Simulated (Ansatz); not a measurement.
Is this SiC3 stable against decomposition?

Level of theory: DFT PBE, scalar-relativistic, plane waves, PAW in Ansatz 0.2.0. All cells share a 420 eV cutoff and Γ-centred k meshes spaced about 0.3 Å⁻¹ or finer (0.25 for metals, 2π included). No spin polarisation.

Energies over the elements count from the elements' standard structures at the same level, with no fitted energy shifts.

These are static total energies at zero pressure. The reference form of C is held partly by dispersion forces, which this level lacks.

The competitors are the elements and 2 reference phases of this chemical system (from databases or known types: Si7C, SiC), relaxed at the same level; other known phases may be missing.

The candidate was reached from: a cell proposed by chemical analogy.

```cif
data_structure
_symmetry_space_group_name_H-M 'R-3m:H'
_symmetry_Int_Tables_number 166
_cell_length_a 5.6317
_cell_length_b 5.6317
_cell_length_c 9.9839
_cell_angle_alpha 90.000
_cell_angle_beta 90.000
_cell_angle_gamma 120.000
_cell_volume 274.23
loop_
_atom_site_label
_atom_site_type_symbol
_atom_site_symmetry_multiplicity
_atom_site_Wyckoff_symbol
_atom_site_fract_x
_atom_site_fract_y
_atom_site_fract_z
_atom_site_occupancy
Si1 Si 6 c 0.33333 0.66667 0.28971 1
C1 C 18 h 0.70881 0.85441 0.00039 1
```

The lowest competing mixture at this composition:

```
phase       space group             source  share of atoms  ΔE_f (eV/atom)
    C                 -            element          0.5000         -0.0002
  SiC  P6_3mc (No. 186)  Materials Project          0.5000          -0.204
```

The lowest database cell of C (-0.0002) lies slightly below the reference, hence the non-zero entry.

Question: What are the hull's energy here, the candidate's formation energy and its margin?

Answer: The hull lies at -0.102 eV/atom, the weighted sum of the last column. The candidate has 0.306 eV/atom, which is 0.41 eV/atom above it. The candidate matches no cell in the subsets of the Crystallography Open Database and the Materials Project at hand. A phase this far over the hull is unlikely to be made. It holds Si–Si pairs (shortest 2.46 Å) and C–C units of three or more atoms (shortest 1.42 Å).
